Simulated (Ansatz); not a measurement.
## Pressure coefficients of BaTiO3

```
Ba Ti O
1.0
     4.00730    0.00000    0.00000
     0.00000    4.00730    0.00000
     0.00000    0.00000    4.00730
Ba Ti O
1 1 3
Direct
  0.50000 0.50000 0.50000
  0.00000 0.00000 0.00000
  0.50000 0.00000 0.00000
  0.00000 0.50000 0.00000
  0.00000 0.00000 0.50000
```

The cell is COD entry 1507757, as deposited and not checked against the literature; nothing was relaxed.

Spin–orbit coupling is left out, though it moves levels of the heavy atoms by tenths of an eV or more.

Method: Ansatz 0.2.0, DFT, PBE, all-electron LAPW, scalar-relativistic.

Sampling and basis: a Γ-centred 8×8×8 k mesh, Fermi–Dirac smearing of 0.05 eV, basis error target 1 meV/atom, no spin polarisation.

The cell is scaled evenly with fractional coordinates held. Semilocal gaps are too small, but their slopes carry over better.

```tsv
V/V(cell)	P (GPa)	gap on the k mesh (eV)
0.9600	9.07	1.884
0.9800	5.08	1.840
0.9900	3.24	1.818
1.0000	1.50	1.797
1.0100	-0.15	1.776
1.0200	-1.71	1.754
1.0400	-4.59	1.713
1.0600	-7.16	1.672
```

Q: From the rows at 0.9900 and 1.0100, what is the bulk modulus at the cell's volume?

A: B = −ΔP/Δln V = −[(-0.15) − (3.24)]/0.02000 = 169.5 GPa.

Q: What are the gap's volume deformation potential and pressure coefficient?

A: dEg/dln V = (1.776 − 1.818)/0.02000 = -2.10 eV, and dEg/dP = −(dEg/dln V)/B = 12 meV/GPa: pressure widens the gap.

Q: Predict the row at V/V(cell) = 0.9400. How far is a linear estimate of P off?

A: P = 13.53 GPa, gap 1.928 eV. The linear estimate P(cell) − B ln(V/V(cell)) = 11.99 GPa misses by 1.54 GPa, since the modulus grows under compression.
